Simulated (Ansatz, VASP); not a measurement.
# BP: VASP beside Ansatz, part 2 of 2

One calculation is typed for both programs; each brings its own data sets. How far apart do they land? The cell is taken from a series of runs on this material, whose earlier steps may have relaxed, scaled, displaced or heated it; both programs get it as it stands.

VASP 6.6.1 and Ansatz 0.2.0.

So far: The structure; VASP: single point, PBEsol, pair 1; Ansatz: single point, PBEsol, pair 1; Comparison; VASP: single point, PBEsol, pair 2.

**6. Ansatz: single point, PBEsol, pair 2**

Level of this step: Ansatz beside VASP: Kohn-Sham DFT, plane waves, PBEsol (Ansatz).

The same cell, functional and mesh now go to Ansatz, which takes its cutoff from its data sets.

The cell is taken from a series of runs on this material, whose earlier steps may have relaxed, scaled, displaced or heated it; both programs get it as it stands.

Input file input.yaml:

```yaml
crystal:
  lattice:
    - [3.1917572762, 0.0, 0.0]
    - [-1.5958786381, 2.7641428839, 0.0]
    - [0.0, 0.0, 30.2]
  atoms:
    - { symbol: B, position: [0.3333333333, 0.6666666667, 0.4431928281] }
    - { symbol: P, position: [0.6666666667, 0.3333333333, 0.4424602875] }
    - { symbol: B, position: [0.0, 0.0, 0.5575397125] }
    - { symbol: P, position: [0.3333333333, 0.6666666667, 0.5565501391] }
  periodic: [true, true, false]
kpoints:
  mp_grid: { grid: [12, 12, 1] }
hamiltonian:
  xc: pbesol
  pseudopotentials: { kind: paw, azcp: { folder: soft_1 }, xc_functional: pbe }
scf:
  occupations: { method: fixed }
  n_extra_bands: 5
output:
  eigenvalues: true
  band_densities: [{ e_range: [-0.08, 0] }, { e_range: [0.63, 0.76] }]
  volumetric_format: npy
```

Started as:

```
$ ansatz run input.yaml --threads 4 --pin off --max-ram 17510MiB --backend cpu --events-out ev --progress --plain --runs-dir out
```

Numbers of over 12 decimals in the logs are rounded to 6 here.

What it wrote:

```text
[...]
Crystal: 4 atoms, lattice volume = 266.439 Å³
Basis set: ecut = 420 eV, 5273 PW (Γ)
Bands: 13, of which v1, the nominal top of the filled ones, is band 8 counted from 1 (7 counted from 0)
Symmetry: 6 space group operations
[...]
k-points: 19 of 144 (time reversal used)
[...]
k-point 18: bands = [... 4 lower, -11.6743, -11.5029, -5.6595, -5.1873, -4.4898, -3.9051, 0.8559, 1.2266, ... 1 higher]
  ° read free of the cell's end (the report's vacuum.weakly_bound_levels)
--- Band densities, each state counted as filled ---
  window                                       electrons  max residual (eV)  cut levels
  e_range: [-0.08, 0]                           0.027778             7.6e-5           0
  e_range: [0.63, 0.76]                         0.027778             1.7e-4           0
[key lines of the parts left out:]
SCF converged after 10 iterations
Free energy (F): -1785.274919 eV
Fermi energy:    -5.187311 eV
```

**7. Side by side**

Compared:

```
              quantity  Ansatz   VASP  difference
gap on the k mesh (eV)   0.697  0.709      -0.012
```

A gap on the mesh is an upper bound, since the band edges may lie between its points. With vacuum in the cell, a pressure given here is an average over mostly empty space and none of the material.

**8. VASP: single point, PBEsol, pair 3**

With cell and atoms fixed, the geometry can't cause a difference; cores, projectors, grids and the points listed under the comparison can.

Input file INCAR:

```
SYSTEM = BP
PREC = Accurate
ENCUT = 420
EDIFF = 1E-06
NELM = 120
ISMEAR = 0
SIGMA = 0.01
LREAL = .FALSE.
ALGO = Normal
GGA = PS
NBANDS = 14
LORBIT = 11
LWAVE = .FALSE.
LCHARG = .FALSE.
ISIF = 2
LDIPOL = .TRUE.
IDIPOL = 3
DIPOL = 0.5 0.5 0.5
LVHAR = .TRUE.
LASPH = .TRUE.
GGA_COMPAT = .FALSE.
EFERMI = MIDGAP
NELMDL = -8
```

Input file POSCAR:

```
BP
1.0
    3.1908622523      0.0000000000      0.0000000000
   -1.5954311262      2.7633677705      0.0000000000
    0.0000000000      0.0000000000     30.6000000000
B P
2 2
Direct
    0.3333333334      0.6666666667      0.4395685504
    0.0000000000      0.0000000001      0.5604314496
    0.6666666667      0.3333333334      0.4399231352
    0.6666666667      0.3333333334      0.5600768648
```

Input file KPOINTS:

```
Automatic mesh
0
Gamma
12 12 1
0 0 0
```

Potentials, in the order of the species: B and P (PBE family, release 64).

Started as:

```
$ mpirun -np 1 vasp_std
```

What it wrote:

```text
[... set-up lines as in an earlier step ...]
 entering main loop
       N       E                     dE             d eps       ncg     rms          rms(c)
DAV:   1     0.972338824983E+02    0.97234E+02   -0.44490E+03   532   0.667E+02
DAV:   2    -0.152045274251E+02   -0.11244E+03   -0.10240E+03   866   0.143E+02
DAV:   3    -0.269122808876E+02   -0.11708E+02   -0.11571E+02   712   0.562E+01
DAV:   4    -0.271925467786E+02   -0.28027E+00   -0.27860E+00   712   0.104E+01
[...]
DAV:  24    -0.254262886563E+02   -0.16924E-05   -0.65710E-08   530   0.113E-03    0.205E-04
DAV:  25    -0.254262901895E+02   -0.15332E-05   -0.22633E-08   452   0.735E-04    0.601E-04
DAV:  26    -0.254262907477E+02   -0.55823E-06   -0.45443E-09   506   0.346E-04
   1 F= -.25426291E+02 E0= -.25426291E+02  d E =-.471774E-83
```

OUTCAR, selected parts (step 8):

```text
  Total        0.5547560      0.5547560      0.2786051     -0.0000000      0.0000000     -0.0000000
  in kB        3.2941581      3.2941581      1.6543657     -0.0000000      0.0000000     -0.0000000
  external PRESSURE =       2.7475606 kB  Pullay stress =       0.0000000 kB

 POSITION                                       TOTAL-FORCE (eV/Angst)
 -----------------------------------------------------------------------------------
      0.00000      1.84225     13.45080        -0.000000      0.000000     -0.026581
     -0.00000      0.00000     17.14920         0.000000     -0.000000      0.026581
      1.59543      0.92112     13.46165        -0.000000      0.000000     -0.051268
      1.59543      0.92112     17.13835        -0.000000      0.000000      0.051268
 -----------------------------------------------------------------------------------
    total drift:                               -0.000000     -0.000000      0.000000

  FREE ENERGIE OF THE ION-ELECTRON SYSTEM (eV)
  ---------------------------------------------------
  free  energy   TOTEN  =       -25.4262907477 eV

  energy  without entropy=      -25.4262907477  energy(sigma->0) =      -25.42629075

[... 1 part as in an earlier step ...]

[... 2 further parts left out ...]
[key lines of the parts left out:]
E-fermi :  -2.3822
```

**9. Ansatz: single point, PBEsol, pair 3**

The same cell, functional and mesh now go to Ansatz, which takes its cutoff from its data sets.

The cell is taken from a series of runs on this material, whose earlier steps may have relaxed, scaled, displaced or heated it; both programs get it as it stands.

input.yaml, the sections that differ from step 6:

```yaml
crystal:
  lattice:
    - [3.1908622523, 0.0, 0.0]
    - [-1.5954311262, 2.7633677705, 0.0]
    - [0.0, 0.0, 30.6]
  atoms:
    - { symbol: B, position: [0.3333333333, 0.6666666667, 0.4395685504] }
    - { symbol: P, position: [0.6666666667, 0.3333333333, 0.4399231352] }
    - { symbol: B, position: [0.0, 0.0, 0.5604314496] }
    - { symbol: P, position: [0.6666666667, 0.3333333333, 0.5600768648] }
  periodic: [true, true, false]
output:
  eigenvalues: true
  band_densities: [{ e_range: [-0.08, 0] }, { e_range: [0.2, 0.33] }]
  volumetric_format: npy
# kpoints, hamiltonian, scf: as in step 6
```

Started as:

```
$ ansatz run input.yaml --threads 4 --pin off --max-ram 17510MiB --backend cpu --events-out ev --progress --plain --runs-dir out
```

What it wrote:

```text
[...]
Crystal: 4 atoms, lattice volume = 269.816 Å³
Basis set: ecut = 420 eV, 5299 PW (Γ)
Bands: 13, of which v1, the nominal top of the filled ones, is band 8 counted from 1 (7 counted from 0)
Symmetry: 12 space group operations
[...]
k-points: 19 of 144
[...]
k-point 18: bands = [... 4 lower, -11.5726, -11.5726, -5.7727, -4.6359, -4.3784, -4.3784, 1.1123, 1.1123, ... 1 higher]
  ° read free of the cell's end (the report's vacuum.weakly_bound_levels)
--- Band densities, each state counted as filled ---
  window                                       electrons  max residual (eV)  cut levels
  e_range: [-0.08, 0]                           0.027778             3.8e-5           0
  e_range: [0.2, 0.33]                          0.055556             1.2e-4           0
[key lines of the parts left out:]
SCF converged after 9 iterations
Free energy (F): -1785.252177 eV
Fermi energy:    -4.635926 eV
```

**10. Side by side**

Compared:

```
              quantity  Ansatz   VASP  difference
gap on the k mesh (eV)   0.258  0.271      -0.013
```

A gap on the mesh is an upper bound, since the band edges may lie between its points. With vacuum in the cell, a pressure given here is an average over mostly empty space and none of the material.

**11. Summary of results**

- difference in gap on the k mesh (single point, PBEsol, pair 1): -0.012 eV
- difference in gap on the k mesh (single point, PBEsol, pair 2): -0.012 eV
- difference in gap on the k mesh (single point, PBEsol, pair 3): -0.013 eV

**Reading.** The difference in gap on the k mesh is -0.013 eV (single point, PBEsol, pair 3), within the 0.08 eV picked in this series as the mark of a large difference. 3 further runs of this series are not shown here. How closely two codes agree says nothing of how well the functional describes the real material.

[Lines on the potential files, build, host, timing and source positions are cut from VASP's logs without a mark.]

[Logs are printed without paths, hosts, clocks, repeated set-up lines and the standing remarks that a program may print on its own settings, such as how far it seeks lower states.]

[Hosts, paths, dates, database ids (printed as entryN), source tags and the programs' standing remarks are cut or masked in the printed files.]
